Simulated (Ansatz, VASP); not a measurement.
# Cross-check of Sn3Ge13 (random alloy of the diamond Ge-Sn line, x = 0.1875) between VASP and Ansatz, part 2 of 2

One calculation is typed for both programs; each brings its own data sets. How far apart do they land? Of the first pair: The structure shown is the start of the Ansatz relaxation below; VASP solves that cell, so the two are compared at the walk's first step.

VASP 6.6.1 and Ansatz 0.2.0.

So far: Starting point; Ansatz: relaxation, PBE.

### 3. VASP: single point, PBE, start cell, pair 1

Level of this step: PBE; plane waves and PAW (Ge_d, Sn_d) (VASP).

The same cell, functional, mesh and smearing now go to VASP, with its own data sets.

Lines of VASP's logs that name or quote its potential files are left out, and so is its time.

Input file INCAR:

```
SYSTEM = Sn3Ge13
PREC = Accurate
ENCUT = 410
EDIFF = 1E-06
NELM = 120
ISMEAR = -1
SIGMA = 0.025
LREAL = Auto
ALGO = Normal
GGA = PE
NBANDS = 520
LORBIT = 11
LWAVE = .FALSE.
LCHARG = .FALSE.
ISIF = 2
LASPH = .TRUE.
GGA_COMPAT = .FALSE.
EFERMI = MIDGAP
NCORE = 2
```

Input file POSCAR:

```
Sn3Ge13
1.0
   11.8546400000      0.0000000000      0.0000000000
    0.0000000000     11.8546400000      0.0000000000
    0.0000000000      0.0000000000     11.8546400000
Ge Sn
52 12
Direct
    0.0027415426      0.9989674929      0.9991108967
    0.1245841291      0.3774724496      0.3715169756
    0.2494635012      0.9993470911      0.2519098007
    0.2500708583      0.2509818940      0.9981408124
    0.3769325766      0.3765192363      0.1258494564
    0.0015183928      0.9988493957      0.4997874250
    0.1234200279      0.1245503870      0.6258899469
    0.1235718672      0.3738704845      0.8749822854
    0.3762492999      0.1246769198      0.8734976347
    0.3739295331      0.3753213931      0.6285386988
    0.0002024524      0.5010358813      0.0005061309
    0.1244069833      0.6230724847      0.1244069833
    0.9996507697      0.7509886424      0.2514205408
    0.1265664752      0.8754799808      0.3764939298
    0.2487296114      0.5021071918      0.2508722323
    0.3745031481      0.6258224628      0.3748658753
    0.2519098007      0.7525576483      0.0036863203
    0.0002699365      0.5014829636      0.5005297504
    0.1215895211      0.6244812158      0.6263960778
    0.1246600487      0.8753112705      0.8756908687
    0.2503323593      0.5002007653      0.7488713280
    0.3756419427      0.6252066701      0.8769140185
    0.4994162623      0.0000674841      0.9989506219
    0.6261767544      0.1242467085      0.1270726062
    0.5006815897      0.2509987650      0.2481475608
    0.6252910253      0.3762492999      0.3733896601
    0.7495461693      0.0000590486      0.2476836074
    0.8755305939      0.1264315070      0.3735499349
    0.7505921732      0.2477932691      0.9999291417
    0.8722660494      0.3768903990      0.1256891816
    0.4999561353      0.9986891209      0.5021493694
    0.6283193754      0.1218678931      0.6270877901
    0.5027482910      0.2505685537      0.7479771634
    0.7479181148      0.0009279067      0.7513429341
    0.8739531525      0.1258831985      0.8730674234
    0.7513513696      0.2500792938      0.4996861988
    0.8748304461      0.3764686233      0.6262695451
    0.5008924775      0.5002260718      0.0001265327
    0.6260417862      0.6253922515      0.1261531350
    0.4994837464      0.7458935910      0.2517495259
    0.6286905381      0.8757414818      0.3748321332
    0.7497739282      0.4997958605      0.2500286808
    0.8731096010      0.6241269241      0.3733221760
    0.7504234629      0.7495039917      0.0008435516
    0.8747123489      0.8766609530      0.1253601965
    0.5037015042      0.4968012525      0.4989101314
    0.5000657970      0.7496220889      0.7522539698
    0.6245233934      0.8761463866      0.8744592835
    0.7478506306      0.5005297504      0.7508536742
    0.8771839550      0.6248102009      0.8739615880
    0.7509464648      0.7504065918      0.5004707018
    0.8748810592      0.8769561961      0.6256200104
    0.1231922690      0.1264568135      0.1211171322
    0.0029439949      0.2487211758      0.2505432472
    0.3731365946      0.1247106618      0.3735161928
    0.9988325246      0.2493285330      0.7488375860
    0.2481138187      0.0003964692      0.7528022783
    0.2487380469      0.2528630140      0.5000911036
    0.3726388992      0.8725612925      0.1241539178
    0.0003880337      0.7512923210      0.7496220889
    0.2520194624      0.7503138012      0.4993740847
    0.3739210976      0.8757077398      0.6251307505
    0.6264635619      0.3746887295      0.8739784591
    0.6265226106      0.6292725886      0.6245824420
```

Input file KPOINTS:

```
Automatic mesh
0
Gamma
1 1 1
0 0 0
```

PAW data sets: Ge_d and Sn_d (PBE family, release 64).

Command:

```console
$ mpirun -np 8 vasp_gam
```

Numbers of over 12 decimals in the logs are rounded to 6 here.

Output:

```text
[banner, memory and clock lines left out]
running    8 mpi-ranks, on    1 nodes
[...]
LDA part: xc-table for (Slater+PW92), standard interpolation
 POSCAR, INCAR and KPOINTS ok, starting setup
[...]
entering main loop
       N       E                     dE             d eps       ncg     rms          rms(c)
DAV:   1     0.169988830459E+05    0.16999E+05   -0.32896E+05  1120   0.448E+03
DAV:   2     0.427891301230E+04   -0.12720E+05   -0.12232E+05  1040   0.107E+03
DAV:   3     0.525253496567E+03   -0.37537E+04   -0.36074E+04  1040   0.322E+02
DAV:   4    -0.197223750315E+03   -0.72248E+03   -0.66694E+03  1168   0.135E+02
[...]
DAV:  18    -0.268650963755E+03   -0.32925E-05   -0.31745E-05   920   0.202E-02    0.228E-03
DAV:  19    -0.268650964664E+03   -0.90935E-06   -0.10285E-05   880   0.112E-02    0.205E-03
DAV:  20    -0.268650964907E+03   -0.24267E-06   -0.28578E-06   856   0.509E-03
   1 F= -.26865096E+03 E0= -.26862502E+03  d E =-.518920E-01
```

OUTCAR, selected parts (step 3):

```text
  Total       27.9605451     29.0346860     29.1013292      1.6258762      5.6836295     -2.3962487
  in kB       26.8900188     27.9230341     27.9871257      1.5636263      5.4660202     -2.3045034
  external PRESSURE =      27.6000595 kB  Pullay stress =       0.0000000 kB

 POSITION                                       TOTAL-FORCE (eV/Angst)
 -----------------------------------------------------------------------------------
      0.03250     11.84240     11.84410        -1.092729     -0.699609     -0.755049
      1.47690      4.47480      4.40420         0.037575      1.282174      0.368165
      2.95730     11.84690      2.98630        -0.835758     -0.593045      0.106640
      2.96450      2.97530     11.83260         0.824882      0.675365     -0.573173
      4.46840      4.46350      1.49190        -0.199732     -0.019253     -0.114215
      0.01800     11.84100      5.92480        -0.174597      0.165277     -0.051296
      1.46310      1.47650      7.41970        -0.401380     -0.557391     -0.801536
      1.46490      4.43210     10.37260         0.729763      0.717216      0.637192
      4.46030      1.47800     10.35500         0.707904      0.944881      0.749796
      4.43280      4.44930      7.45110         0.868711      0.578571      0.316945
      0.00240      5.93960      0.00600        -0.077976     -0.208813     -0.097943
      1.47480      7.38630      1.47480        -0.008972      0.407031      0.128856
     11.85050      8.90270      2.98050         0.045598     -0.043339     -0.164750
      1.50040     10.37850      4.46320        -0.845520      0.485251     -0.765458
[...]
-----------------------------------------------------------------------------------
    total drift:                               -0.001800     -0.013269     -0.008322

  FREE ENERGIE OF THE ION-ELECTRON SYSTEM (eV)
  ---------------------------------------------------
  free  energy   TOTEN  =      -268.6509649065 eV

  energy  without entropy=     -268.5990728903  energy(sigma->0) =     -268.62501890

[... 2 further parts left out ...]
```

The run ends at a pressure of 2.76 GPa, with forces up to 2.2 eV/Å.

### 4. Comparison

Known differences besides the potentials themselves: the cutoff is 420 eV in Ansatz and 410 eV in VASP (PREC = Accurate, projectors in real space). Total energies have different zeros and are not compared.

Forces on 8 of the 64 atoms, those with the largest forces and the largest differences (eV/Å; atoms numbered as in POSCAR):

| atom | Ansatz x, y, z | VASP x, y, z |
| --- | --- | --- |
| Ge17 | -1.275, -1.278, -1.241 | -1.274, -1.277, -1.236 |
| Ge49 | 1.593, 0.180, -0.205 | 1.593, 0.179, -0.206 |
| Sn53 | 1.419, -1.083, -0.733 | 1.416, -1.082, -0.734 |
| Sn54 | -1.313, 1.268, 0.738 | -1.311, 1.266, 0.739 |
| Sn55 | 1.245, -0.643, -0.588 | 1.243, -0.643, -0.590 |
| Sn59 | 0.722, 0.442, 0.636 | 0.719, 0.439, 0.633 |
| Sn61 | -1.304, -1.249, -0.675 | -1.302, -1.250, -0.678 |
| Sn62 | 1.896, -0.038, 0.491 | 1.895, -0.036, 0.490 |

The forces differ by 1.2 meV/Å r.m.s., which is 0.2 % of the r.m.s. force of 0.619 eV/Å (both taken over all components).

### 5. Ansatz: relaxation, PBE

This run makes the geometry at which the two programs are then compared. The cell compared in this pair holds 1728.13 Å³, against 1665.96 Å³ for the pair before.

The structure compared here is the end of the Ansatz relaxation.

This is the run of step 2 again, met here at its other cell.

### 6. VASP: single point, PBE, relaxed cell, pair 2

The same cell, functional, mesh and smearing now go to VASP, with its own data sets.

INCAR: that of step 3 with these lines changed.

```diff
@@ -2,3 +2,3 @@
 PREC = Accurate
-ENCUT = 410
+ENCUT = 500
 EDIFF = 1E-06
```

Input file POSCAR:

```
Sn3Ge13
1.0
   11.9621000000      0.0094290000     -0.0041280000
    0.0094290000     12.0174200000      0.1916090000
   -0.0041280000      0.1916090000     12.0245610000
Ge Sn
52 12
Direct
    0.9908800000      0.9904300000      0.9992500000
    0.1218100000      0.3934500000      0.3741500000
    0.2444600000      0.9907500000      0.2541200000
    0.2629300000      0.2602500000      0.9965600000
    0.3763200000      0.3792600000      0.1256600000
    0.9930500000      0.9990500000      0.4957200000
    0.1112800000      0.1193300000      0.6186000000
    0.1304000000      0.3816300000      0.8802900000
    0.3836300000      0.1361200000      0.8795100000
    0.3785800000      0.3807800000      0.6315200000
    0.0030800000      0.5001800000      0.0027600000
    0.1201500000      0.6246800000      0.1260400000
    0.9979400000      0.7490500000      0.2456100000
    0.1100300000      0.8745700000      0.3699000000
    0.2525900000      0.5024700000      0.2451400000
    0.3817500000      0.6156000000      0.3662900000
    0.2441700000      0.7425800000      0.9987500000
    0.9961400000      0.5048300000      0.4981500000
    0.1226700000      0.6112400000      0.6265300000
    0.1189000000      0.8710200000      0.8867200000
    0.2556000000      0.5008000000      0.7528400000
    0.3705100000      0.6253900000      0.8788500000
    0.5105300000      0.0080300000      0.9973800000
    0.6283000000      0.1261000000      0.1263100000
    0.5105500000      0.2570300000      0.2406800000
    0.6256500000      0.3743300000      0.3712000000
    0.7522600000      0.9989300000      0.2487000000
    0.8615700000      0.1225600000      0.3798000000
    0.7574400000      0.2444400000      0.0056100000
    0.8662000000      0.3826800000      0.1200400000
    0.5217800000      0.9987800000      0.4983600000
    0.6268100000      0.1277200000      0.6254800000
    0.5008000000      0.2473700000      0.7419800000
    0.7484200000      0.9997400000      0.7492400000
    0.8660600000      0.1166500000      0.8799700000
    0.7480900000      0.2519100000      0.5000400000
    0.8689900000      0.3791700000      0.6164400000
    0.4979800000      0.5081700000      0.0062200000
    0.6249800000      0.6259000000      0.1267900000
    0.5113500000      0.7433100000      0.2550700000
    0.6300900000      0.8727600000      0.3708000000
    0.7510000000      0.5025200000      0.2493500000
    0.8729500000      0.6282500000      0.3707700000
    0.7503600000      0.7486300000      0.0034800000
    0.8684200000      0.8707700000      0.1268600000
    0.5006400000      0.4920900000      0.4948700000
    0.5056000000      0.7479300000      0.7682600000
    0.6274100000      0.8762500000      0.8792500000
    0.7631300000      0.4988300000      0.7509600000
    0.8691900000      0.6202300000      0.8845400000
    0.7587400000      0.7555800000      0.4924300000
    0.8659500000      0.8805600000      0.6202500000
    0.1266000000      0.1236500000      0.1161400000
    0.9943400000      0.2567300000      0.2561300000
    0.3824000000      0.1214500000      0.3692800000
    0.9978200000      0.2522500000      0.7540300000
    0.2462400000      0.0072800000      0.7597100000
    0.2457400000      0.2575500000      0.5038300000
    0.3773800000      0.8710000000      0.1237000000
    0.9978200000      0.7476500000      0.7483700000
    0.2478400000      0.7411900000      0.4917100000
    0.3858200000      0.8741400000      0.6263000000
    0.6230800000      0.3742800000      0.8771600000
    0.6255000000      0.6266400000      0.6240900000
```

KPOINTS is that of step 3.

Command:

```console
$ mpirun -np 8 vasp_gam
```

Output:

```text
[... set-up lines as in an earlier step ...]
 entering main loop
       N       E                     dE             d eps       ncg     rms          rms(c)
DAV:   1     0.186933027917E+05    0.18693E+05   -0.36470E+05  1136   0.486E+03
DAV:   2     0.486573243871E+04   -0.13828E+05   -0.13262E+05  1040   0.119E+03
DAV:   3     0.675971968304E+03   -0.41898E+04   -0.40418E+04  1040   0.351E+02
DAV:   4    -0.181436252160E+03   -0.85741E+03   -0.79373E+03  1168   0.148E+02
[...]
DAV:  19    -0.272709200328E+03   -0.25679E-05   -0.10075E-05   968   0.340E-02    0.736E-03
DAV:  20    -0.272709197609E+03    0.27192E-05   -0.15476E-05   928   0.810E-02    0.299E-03
DAV:  21    -0.272709196936E+03    0.67212E-06   -0.22935E-06   728   0.254E-02
   1 F= -.27270920E+03 E0= -.27270527E+03  d E =-.784890E-02
```

Parts of OUTCAR (step 6):

```text
  Total       -0.9778908     -0.9197909     -0.9527373      0.0041457      0.1343599      0.0126591
  in kB       -0.9066167     -0.8527515     -0.8832966      0.0038435      0.1245670      0.0117364
  external PRESSURE =      -0.8808882 kB  Pullay stress =       0.0000000 kB

 POSITION                                       TOTAL-FORCE (eV/Angst)
 -----------------------------------------------------------------------------------
     11.85822     12.10322     12.20123         0.006839      0.003861     -0.000752
      1.45927      4.80109      4.57388        -0.002498     -0.002904      0.001691
      2.93255     11.95726      3.24451         0.002747      0.004128     -0.002762
      3.14354      3.32096     12.03198         0.002633     -0.002843      0.002656
      4.50463      4.58535      1.58212        -0.003691      0.002993     -0.001973
     11.88634     12.11035      6.14814         0.001815     -0.000739      0.000766
      1.32971      1.55362      7.46080         0.000557      0.001227      0.001416
      1.55982      4.75611     10.65769        -0.003838     -0.001493      0.000365
      4.58667      1.80795     10.60022        -0.003199     -0.001379      0.000298
      4.52960      4.70057      7.66515        -0.002829      0.000181     -0.003544
      0.04155      6.01143      0.12901         0.002935      0.000870     -0.001061
      1.44262      7.53233      1.63477        -0.003072     -0.000385     -0.001368
     11.94351      9.05812      3.09276         0.001829     -0.000597      0.002093
      1.32291     10.58199      4.61501        -0.002290      0.001370     -0.000820
[...]
-----------------------------------------------------------------------------------
    total drift:                                0.000422     -0.015350      0.016036

  FREE ENERGIE OF THE ION-ELECTRON SYSTEM (eV)
  ---------------------------------------------------
  free  energy   TOTEN  =      -272.7091969365 eV

  energy  without entropy=     -272.7013480333  energy(sigma->0) =     -272.70527248

[... 1 part as in an earlier step ...]

[... 1 further part left out ...]
```

The run ends at a pressure of -0.09 GPa, with forces up to 0.0079 eV/Å.

### 7. Side by side

What differs besides the data sets and the points named for the pairs above, as far as they apply: the cutoff is 420 eV in Ansatz and 500 eV in VASP (PREC = Accurate, projectors in real space). Total energies have different zeros and are not compared.

The two programs side by side:

| quantity | Ansatz | VASP | difference |
| --- | --- | --- | --- |
| pressure (GPa) | 0.00 | -0.09 | +0.09 |
| gap on the k mesh (eV) | 0.227 | 0.226 | +0.001 |

The largest component of a force difference here is 5 meV/Å. A gap on the mesh is an upper bound, since the band edges may lie between its points.

### 8. Outcome

* r.m.s. force difference (single point, PBE, start cell, pair 1): 0.20 % of the r.m.s. force
* difference in gap on the k mesh (single point, PBE, relaxed cell, pair 2): 7.7e-4 eV

**Reading.** The r.m.s. force difference is 0.20 % of the r.m.s. force (single point, PBE, start cell, pair 1), within the 3 % picked in this series as the mark of a large difference. Such differences can come from data sets, numerical settings and the points named under the comparisons, not from the functional's error against experiment.

[Lines on the potential files, build, host, timing and source positions are cut from VASP's logs without a mark.]

[Logs are printed without paths, hosts, clocks, repeated set-up lines and the standing remarks that a program may print on its own settings, such as how far it seeks lower states.]

[Hosts, paths, dates, database ids (printed as entryN), source tags and the programs' standing remarks are cut or masked in the printed files.]
